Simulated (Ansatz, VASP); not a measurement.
One calculation of Pt, two programs

```
CELL_PARAMETERS angstrom
-1.58422 1.58422 1.58422
1.58422 -1.58422 1.58422
1.58422 1.58422 -1.58422
ATOMIC_POSITIONS crystal
Pt 0.00000 0.00000 0.00000
```

This isn't the form of Pt at room conditions, which is fcc.

Alike in both runs: task relaxation of cell and atoms; functional PBE; k mesh 18 × 18 × 18; occupations gaussian, width 0.1 eV; no spin polarisation.

|  | VASP | Ansatz |
| --- | --- | --- |
| version | VASP 6.6.1 | Ansatz 0.2.0 |
| potentials or method | VASP PAW PBE potentials, release 64 (Pt) | scalar-relativistic, plane waves, PAW |
| plane-wave cutoff (eV) | 600 | 420 |
| valence electrons in the cell | 10 | 18 |

Ansatz gave:

* gap on the k mesh at the Fermi level, each at its own relaxed structure (eV): none
* relaxed volume (Å³/atom): 15.82
* relaxed cell length with the largest relative difference (Å): 2.739

Question: What did VASP give for the same quantities?

Answer: gap on the k mesh at the Fermi level, each at its own relaxed structure (eV): none; relaxed volume (Å³/atom): 15.80; relaxed cell length with the largest relative difference (Å): 2.738.

A gap of «none» marks a metal or a gap that the smearing closes. The two sets of potentials don't hold the same shells in valence.

Spin-orbit coupling is left out, which matters for the levels of Pt.
